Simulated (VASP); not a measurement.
# TaN (P-6m2) in VASP: a series of runs

One crystal, TaN, is run at these levels: PBE, PBEsol, r2SCAN; tasks: single point, relaxation of cell and atoms.

All numbers are computed with VASP 6.6.1; they aren't measurements. Logs are shortened: lines on timing, memory, paths and dates and some standing lists are left out, and cuts for length are marked.

### 1 The structure

The structure is hexagonal, space group P-6m2 (No. 187). The conventional cell has a = 2.950 Å, b = 2.950 Å, c = 2.898 Å, α = 90.00°, β = 90.00°, γ = 120.00°. Ta (site symmetry -6m2) is surrounded by 6 N at 2.24 Å. N (site symmetry -6m2) has 6 Ta at 2.24 Å as nearest neighbours.

### 2 Single point, PBE

INCAR

```
PREC = Accurate ; ENCUT = 520
EDIFF = 1E-6 ; ISMEAR = -1
SIGMA = 0.02 ; LREAL = F
LASPH = T ; NELM = 80
ALGO = Normal ; ISIF = 2
LWAVE = F ; LCHARG = F
GGA = PE ; NBANDS = 15
```

KPOINTS

```
regular mesh
0
Gamma
  12 12 8
```

POSCAR

```
TaN
1.0
    2.9499276979      0.0000000000      0.0000000000
   -1.4749638490      2.5547123257      0.0000000000
    0.0000000000      0.0000000000      2.8982382384
Ta N
1 1
Direct
    0.3333333333      0.6666666667      0.5000000000
    0.0000000000      0.0000000000      0.0000000000
```

Potentials or basis: VASP PAW PBE potentials, release 64 (Ta_pv, N).

On the command line:

```bash
> cat potpaw_PBE.64/Ta_pv/POTCAR potpaw_PBE.64/N/POTCAR > POTCAR
> mpirun -np 1 vasp_std > vasp.out
```

OUTCAR:

```text
PREC = Accurate
   ENCUT = 520
   EDIFF = 1E-6
   ISMEAR = -1
   LREAL = F
   LASPH = T
   NELM = 80
   ISIF = 2
   GGA = PE

 ion  position               nearest neighbor table
   1  0.333  0.667  0.500-   2 2.24   2 2.24   2 2.24   2 2.24   2 2.24   2 2.24
   2  0.000  0.000  0.000-   1 2.24   1 2.24   1 2.24   1 2.24   1 2.24   1 2.24

  LATTYP: Found a hexagonal cell.
 ALAT       =     2.9499276979
 C/A-ratio  =     0.9824777199

  Lattice vectors:

 A1 = (   2.9499276979,   0.0000000000,   0.0000000000)
 A2 = (  -1.4749638490,   2.5547123257,   0.0000000000)
 A3 = (   0.0000000000,   0.0000000000,   2.8982382384)

Analysis of symmetry for initial positions (statically):
=====================================================================
 Subroutine PRICEL returns:
 Original cell was already a primitive cell.

 Routine SETGRP: Setting up the symmetry group for a
 hexagonal supercell.

 Subroutine GETGRP returns: Found 12 space group operations
 (whereof 12 operations were pure point group operations)
 out of a pool of 24 trial point group operations.

The static configuration has the point symmetry D_3h.

Analysis of symmetry for dynamics (positions and initial velocities):
=====================================================================
 Subroutine PRICEL returns:
 Original cell was already a primitive cell.

 Routine SETGRP: Setting up the symmetry group for a
 hexagonal supercell.

 Subroutine GETGRP returns: Found 12 space group operations
 (whereof 12 operations were pure point group operations)
 out of a pool of 24 trial point group operations.

The dynamic configuration has the point symmetry D_3h.

 Subroutine INISYM returns: Found 12 space group operations
 (whereof 12 operations are pure point group operations),
 and found     1 'primitive' translations

----------------------------------------------------------------------------------------

                                     Primitive cell

  volume of cell :      21.8418

  direct lattice vectors                    reciprocal lattice vectors
     2.949927698  0.000000000  0.000000000     0.338991359  0.195716753  0.000000000
    -1.474963849  2.554712326  0.000000000     0.000000000  0.391433505  0.000000000
     0.000000000  0.000000000  2.898238238     0.000000000  0.000000000  0.345037198

  length of vectors
     2.949927698  2.949927698  2.898238238     0.391433505  0.391433505  0.345037198

  position of ions in fractional coordinates (direct lattice)
     0.333333333  0.666666667  0.500000000
     0.000000000  0.000000000  0.000000000

  ion indices of the primitive-cell ions
   primitive index   ion index
                 1           1
                 2           2

----------------------------------------------------------------------------------------

 KPOINTS: regular mesh

Automatic generation of k-mesh.
 Grid dimensions read from file:
 generate k-points for:   12   12    8

 Generating k-lattice:

  Cartesian coordinates                     Fractional coordinates (reciprocal lattice)
     0.028249280  0.016309729  0.000000000     0.083333333 -0.000000000  0.000000000
     0.000000000  0.032619459  0.000000000     0.000000000  0.083333333  0.000000000
     0.000000000  0.000000000  0.043129650     0.000000000  0.000000000  0.125000000

  Length of vectors
     0.032619459  0.032619459  0.043129650

  Shift w.r.t. Gamma in fractional coordinates (k-lattice)
     0.000000000  0.000000000  0.000000000

 Subroutine IBZKPT returns following result:
 ===========================================

 Found     95 irreducible k-points:

 Following reciprocal coordinates:
            Coordinates               Weight
  0.000000  0.000000  0.000000      1.000000
  0.083333 -0.000000  0.000000      6.000000
  0.166667 -0.000000  0.000000      6.000000
  0.250000 -0.000000  0.000000      6.000000
  0.333333 -0.000000  0.000000      6.000000
  0.416667 -0.000000  0.000000      6.000000
[... 16 lines left out ...]
  0.250000 -0.000000  0.125000     12.000000
  0.333333 -0.000000  0.125000     12.000000
 [... further k-points ...]
   k-points           NKPTS =     95   k-points in BZ     NKDIM =     95   number of bands    NBANDS=     15
   number of dos      NEDOS =    301   number of ions     NIONS =      2
   total plane-waves  NPLWV =  13824
   dimension x,y,z NGX =    24 NGY =   24 NGZ =   24
   dimension x,y,z NGXF=    48 NGYF=   48 NGZF=   48
   ions per type =               1   1
   NGX,Y,Z   is equivalent  to a cutoff of  13.53, 13.53, 13.77 a.u.
   NGXF,Y,Z  is equivalent  to a cutoff of  27.05, 27.05, 27.53 a.u.
 SYSTEM =  unknown system
   PREC   = accura    normal or accurate (medium, high low for compatibility)
   ISTART =      0    job   : 0-new  1-cont  2-samecut
   ICHARG =      2    charge: 1-file 2-atom 10-const
   ISPIN  =      1    spin polarized calculation?
   LNONCOLLINEAR =      F non collinear calculations
   LSORBIT =      F    spin-orbit coupling
   LASPH  =      T    aspherical Exc in radial PAW
   ENCUT  =  520.0 eV  38.22 Ry    6.18 a.u.   5.48  5.48  5.39*2*pi/ulx,y,z
   NELM   =     80;   NELMIN=  2; NELMDL= -5     # of ELM steps
   EDIFF  = 0.1E-05   stopping-criterion for ELM
   LREAL  =      F    real-space projection
   EDIFFG = 0.1E-04   stopping-criterion for IOM
   NSW    =      0    number of steps for IOM
   IBRION =     -1    ionic relax: 0-MD 1-quasi-New 2-CG
   NFREE  =      0    steps in history (QN), initial steepest desc. (CG)
   ISIF   =      2    stress and relaxation
   ISYM   =      2    0-nonsym 1-usesym 2-fastsym
   POTIM  = 0.5000    time-step for ionic-motion
   TEBEG  =    0.0;   TEEND  =   0.0 temperature during run
   PSTRESS=    0.0 pullay stress
   NELECT =      16.0000    total number of electrons
   NUPDOWN=      -1.0000    fix difference up-down
   EMIN   =  10.00;   EMAX   =-10.00  energy-range for DOS
   EFERMI =   0.00;   METHOD = LEGACY
   ISMEAR =    -1;   SIGMA  =   0.02  broadening in eV -4-tet -1-fermi 0-gaus
   EFERMI_NEDOS =   21; number of points for ismear=-14 and -15
   IALGO  =     38    algorithm
   IMIX   =      4    mixing-type and parameters
     AMIX     =   0.40;   BMIX     =  1.00
     AMIX_MAG =   1.60;   BMIX_MAG =  1.00
  volume/ion in A,a.u.               =      10.92        73.70
  Fermi-wavevector in a.u.,A,eV,Ry     =   1.475771  2.788803 29.632134  2.177900
  Thomas-Fermi vector in A             =   2.590380
   LORBIT       =      0    0 simple, 1 ext, 2 COOP (PROOUT), +10 PAW based schemes
   GGA     = PE    functional components
   LHFCALC =     F    Hartree Fock is set to
   AEXX    =    0.0000 exact exchange contribution
   IVDW    =     0    specifies the selected vdW correction
   LEPSILON=     F    determine dielectric tensor
   LRPA    =     F    only Hartree local field effects (RPA)
 non-spin polarized calculation
  energy-cutoff  :      520.00
  volume of cell :       21.84
 maximum number of plane-waves:       617
 NGX is ok and might be reduce to    24
   NGX = 11   NGY = 11   NGZ = 11

 number of electron      16.0000001 magnetization

 Free energy of the ion-electron system (eV)
  ---------------------------------------------------
  ext. energy  EPLUGINS =         0.00000000
  ---------------------------------------------------
  free energy    TOTEN  =       -22.44604714 eV

  energy without entropy =      -22.44591109  energy(sigma->0) =      -22.44597911

 E-fermi :   8.1955     XC(G=0): -13.2726

 val. band max:        8.1819992351   @ k =   0.0000   0.0000   0.3750
 cond. band min:       8.2387519516   @ k =   0.3333   0.3333   0.0000
 fundamental gap:      0.0567527165
 Fermi energy:         8.1955034656

 k-point     1 :       0.0000    0.0000    0.0000
  band No.  band energies     occupation
      1     -26.7750      2.00000
      2     -26.5151      2.00000
      3     -26.5151      2.00000
      4      -9.5631      2.00000
      5       3.6186      2.00000
      6       3.6186      2.00000
      7       3.9642      2.00000
      8       5.1970      2.00000
      9      10.2353      0.00000
     10      11.6303      0.00000
     11      11.6303      0.00000
     12      12.0401      0.00000
     13      12.0401      0.00000
     14      21.1254      0.00000
     15      21.4686      0.00000

 k-point     2 :       0.0833   -0.0000    0.0000
  band No.  band energies     occupation
      1     -26.7660      2.00000
      2     -26.5864      2.00000
      3     -26.5303      2.00000
      4      -9.4232      2.00000
      5       3.1919      2.00000
      6       3.7245      2.00000
      7       4.1628      2.00000
      8       4.9963      2.00000
      9      10.7381      0.00000
     10      11.3484      0.00000
     11      11.6541      0.00000
     12      11.9679      0.00000
     13      12.2271      0.00000
     14      21.1124      0.00000
     15      21.4619      0.00000

 k-point     3 :       0.1667   -0.0000    0.0000
  band No.  band energies     occupation
      1     -26.7769      2.00000
      2     -26.7413      2.00000
      3     -26.5718      2.00000
      4      -9.0373      2.00000
      5       2.2996      2.00000
      6       4.0060      2.00000
      7       4.5054      2.00000
      8       4.6115      2.00000
      9      10.6326      0.00000
     10      11.7663      0.00000
     11      11.7768      0.00000
     12      11.9941      0.00000
     13      12.6411      0.00000
     14      21.0927      0.00000
     15      21.4514      0.00000
[... 343 lines left out ...]
 k-point    23 :       0.2500   -0.0000    0.1250
  band No.  band energies     occupation
      1     -27.0128      2.00000
      2     -26.8309      2.00000
      3     -26.6155      2.00000
      4      -8.3163      2.00000
      5       1.4679      2.00000
      6       3.2095      2.00000
      7       4.2415      2.00000
      8       5.6256      2.00000
      9      10.3816      0.00000
     10      10.5394      0.00000
     11      12.2315      0.00000
     12      13.1173      0.00000
     13      14.3736      0.00000
     14      20.8421      0.00000
     15      21.4362      0.00000

 k-point    24 :       0.3333   -0.0000    0.1250
  band No.  band energies     occupation
      1     -27.2485      2.00000
      2     -26.7942      2.00000
      3     -26.6704      2.00000
      4      -7.8345      2.00000
      5       0.6677      2.00000
      6       3.0298      2.00000
      7       4.3940      2.00000
      8       5.6033      2.00000
      9      10.7310      0.00000
     10      10.9825      0.00000
     11      12.4561      0.00000
     12      13.2335      0.00000
     13      15.3290      0.00000
     14      21.0260      0.00000
     15      21.4427      0.00000

 [... further k-points ...]
[... 5 lines left out ...]
  --------------------------------------------------------------------------------------
  -------------------------------------------------------------------------------------
  Total        0.0816800      0.0816800      0.1042210     -0.0000000      0.0000000      0.0000000
  in kB        5.9915471      5.9915471      7.6450182     -0.0000000      0.0000000      0.0000000
  external PRESSURE =       6.5427041 kB  Pullay stress =       0.0000000 kB

 VOLUME and BASIS-vectors are now :
 -----------------------------------------------------------------------------
  energy-cutoff  :      520.00
  volume of cell :       21.84
      direct lattice vectors                 reciprocal lattice vectors
     2.949927698  0.000000000  0.000000000     0.338991359  0.195716753  0.000000000
    -1.474963849  2.554712326  0.000000000     0.000000000  0.391433505  0.000000000
     0.000000000  0.000000000  2.898238238     0.000000000  0.000000000  0.345037198

 POSITION                                       TOTAL-FORCE (eV/Angst)
 -----------------------------------------------------------------------------------
     -0.00000      1.70314      1.44912        -0.000000     -0.000000      0.000000
      0.00000      0.00000      0.00000         0.000000      0.000000      0.000000
 -----------------------------------------------------------------------------------
    total drift:                                0.000000     -0.000000     -0.000000

  FREE ENERGIE OF THE ION-ELECTRON SYSTEM (eV)
  ---------------------------------------------------
  free  energy   TOTEN  =       -22.4460471364 eV

  energy  without entropy=      -22.4459110911  energy(sigma->0) =      -22.44597911
```

Run time: 16 s. Hardware: 1 thread of Intel Xeon Platinum 8488C (Sapphire Rapids), shared host; peak memory 0.16 GiB.

What came out:

```yaml
Free_energy: -22.4460 eV
Pressure: 0.7 GPa
Band_gap_on_the_k_mesh: none (metal or under the smearing width)
```

Levels at points of the mesh, in eV from the Fermi level:
| k point | band 6 | band 7 | band 8 | band 9 | band 10 | band 11 |
| --- | --- | --- | --- | --- | --- | --- |
| (0.00, 0.00, 0.00) | -4.58 | -4.23 | -3.00 | 2.04 | 3.43 | 3.43 |
| (0.50, 0.00, 0.00) | -5.21 | -3.50 | -3.23 | 2.88 | 3.87 | 5.06 |
| (0.00, 0.00, 0.50) | -3.78 | -3.78 | -0.17 | -0.17 | 2.26 | 3.22 |
| (0.50, 0.00, 0.50) | -6.22 | -5.68 | -0.48 | 3.98 | 5.17 | 5.83 |

### 3 Relaxation of cell and atoms, PBE

This run uses another cell than the first one, of 10.78 Å³/atom, 0.987 times its volume.

INCAR

```
ALGO     = Normal         # electronic algorithm
EDIFF    = 1E-6           # SCF threshold, eV
EDIFFG   = -0.005         # ionic threshold
ENCUT    = 600            # plane-wave cutoff, eV
GGA      = PE             # functional
IBRION   = 2              # ionic algorithm
ISIF     = 3              # what is computed and relaxed
ISMEAR   = -1             # smearing method
LASPH    = T              # aspherical terms in the spheres
LCHARG   = F              # write CHGCAR
LREAL    = F              # projectors in reciprocal space
LWAVE    = F              # write WAVECAR
NELM     = 80             # most SCF steps
NSW      = 80             # ionic steps
PREC     = Accurate       # precision mode
SIGMA    = 0.02           # smearing width, eV
```

KPOINTS

```
k-points
0
Gamma
  12 12 8
```

POSCAR

```
TaN
1.0
    2.9380000000      0.0000000000      0.0000000000
   -1.4690000000      2.5443826363      0.0000000000
    0.0000000000      0.0000000000      2.8830000000
Ta N
1 1
Direct
    0.3333333333      0.6666666667      0.5000000000
    0.0000000000      0.0000000000      0.0000000000
```

Potentials or basis: VASP PAW PBE potentials, release 64 (Ta_pv, N).

On the command line:

```bash
> cat potpaw_PBE.64/Ta_pv/POTCAR potpaw_PBE.64/N/POTCAR > POTCAR
> mpirun -np 1 vasp_std > vasp.out
```

Run time: 33 s. Hardware: 1 thread of Intel Xeon Platinum 8488C (Sapphire Rapids), shared host; peak memory 0.17 GiB.

It converged, with:

```
Free energy                            : -22.4479 eV
Relaxed volume                         : 10.94 Å³/atom
Relaxed cell                           : a = 2.951 Å, b = 2.951 Å, c = 2.900 Å, α = 90.00°, β = 90.00°, γ = 120.00°
Space group after relaxing (to 0.05 Å) : P-6m2 (No. 187)
Energy gained by relaxing              : 2.7 meV/atom
Ionic steps                            : 4
Pressure after relaxing                : 0.0 GPa
Band gap on the k mesh                 : none (metal or under the smearing width)
```

Step by step:
```csv
step,energy change (eV),largest force (eV/Å),pressure (GPa),volume (Å³)
1,0.0000,0.0000,5.30,21.55
2,0.0247,0.0000,-11.38,22.68
3,-0.0054,0.0000,-0.05,21.88
4,-0.0054,0.0000,0.04,21.87
```

Final structure:
```
CELL_PARAMETERS angstrom
2.95125 0.00000 0.00000
-1.47562 2.55585 0.00000
0.00000 0.00000 2.90000
ATOMIC_POSITIONS crystal
Ta 0.33333 0.66667 0.50000
N 0.00000 0.00000 0.00000
```

Levels at points of the mesh, in eV from the Fermi level:
```csv
k point,band 5,band 6,band 7,band 8,band 9,band 10,band 11,band 12
"(0.00, 0.00, 0.00)",-4.57,-4.57,-4.23,-3.00,2.03,3.43,3.43,3.84
"(0.50, 0.00, 0.00)",-8.28,-5.21,-3.50,-3.23,2.87,3.86,5.05,5.12
"(0.00, 0.00, 0.50)",-9.34,-3.77,-3.77,-0.17,-0.17,2.26,3.22,3.22
"(0.50, 0.00, 0.50)",-7.32,-6.21,-5.67,-0.48,3.97,5.16,5.82,6.86
```

(Continued in part 2 of 2.)
